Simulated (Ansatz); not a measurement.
In, DFT, PBEsol, all-electron LAPW, scalar-relativistic (Ansatz 0.2.0), run on 1 thread of Arm Neoverse V1 on a shared host.

Structure from Materials Project entry mp-1184502 (possibly hypothetical), not relaxed further. The listed cell was then made from it by scaling, straining or moving an atom.

Command: `ansatz run input.yaml --threads 1 --pin off --max-ram 6144MiB --backend cpu --events-out ev --progress --plain --runs-dir out`

```yaml
crystal:
  lattice:
    - [1.8072082443, 1.1121217665, 8.2469672812]
    - [-1.5320653889, 1.062032662, 8.1968781767]
    - [0.0941929908, -1.8048185823, 8.178544292]
  atoms:
    - { symbol: In, position: [0.0, 0.0, 0.0] }
    - { symbol: In, position: [0.77801224, 0.77801224, 0.77801224] }
    - { symbol: In, position: [0.22198776, 0.22198776, 0.22198776] }
kpoints:
  mp_grid: { grid: [14, 14, 14] }
  band_path:
    path:
      - [0.0, 0.0, 0.0]
      - [-0.5, -0.5, -0.5]
      - [0.5, 0.0, 0.0]
      - [0.0, 0.0, 0.0]
      - [0.0, 0.0, 0.5]
      - [0.0, -0.5, 0.0]
      - [0.0, 0.0, 0.0]
      - [0.5, 0.0, 0.5]
      - [-0.5, -0.5, 0.0]
    npoints: 5
scf:
  occupations: { method: fermi_dirac, width: 0.05 }
hamiltonian:
  xc: pbesol
  pseudopotentials: { kind: all_electron, lapw: { basis_error: 0.0005 } }
output:
  forces: true
  stress: true
  eigenvalues: true
```

Task: How large is the problem that the program sets up?

Result: 1376 irreducible k-points, 469 plane waves at Γ, 38 bands.

Task: Estimate the wall time and the peak memory.

Result: 11 min of wall time for 9 SCF iterations, with a peak of 4.6 GiB. Times on shared machines scatter by tens of per cent.
